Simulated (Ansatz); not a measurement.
Input and command of a plane-wave DFT calculation in Ansatz:

```yaml
crystal:
  lattice:
    - [0.0, 4.040622237, -4.040622237]
    - [4.040622237, 4.040622237, 0.0]
    - [4.040622237, 0.0, -4.040622237]
  atoms:
    - { symbol: Al, position: [0.5, 0.0, 0.5] }
    - { symbol: Al, position: [0.5, 0.5, 0.5] }
    - { symbol: Al, position: [0.0, 0.0, 0.5] }
    - { symbol: Al, position: [0.0, 0.5, 0.5] }
    - { symbol: Al, position: [0.5, 0.0, 0.0] }
    - { symbol: Al, position: [0.5, 0.5, 0.0] }
    - { symbol: Al, position: [0.0, 0.0, 0.0] }
    - { symbol: Al, position: [0.0, 0.5, 0.0] }
basis:
  ecutwfc: 420
kpoints:
  mp_grid: { grid: [8, 8, 8] }
hamiltonian:
  xc: pbe
scf:
  occupations: { method: gaussian, width: 0.15 }
output:
  forces: true
  stress: true
  eigenvalues: true
```

```bash
ansatz run input.yaml --threads 2 --pin off --max-ram 5120MiB --backend cpu --events-out ev --progress --plain --runs-dir out
```

Processor: Intel(R) Xeon(R) Platinum 8375C CPU @ 2.90GHz (Ice Lake), 2 threads, on a host shared with other jobs.

Q: Estimate time, memory and problem size.

A: About 2.3 s on 2 threads of Intel(R) Xeon(R) Platinum 8375C CPU @ 2.90GHz (Ice Lake), with other jobs on the host, peak memory 0.45 GiB. It solves 20 bands at 29 k points (the mesh reduced by symmetry) with about 2637 plane waves, in 6 SCF iterations.
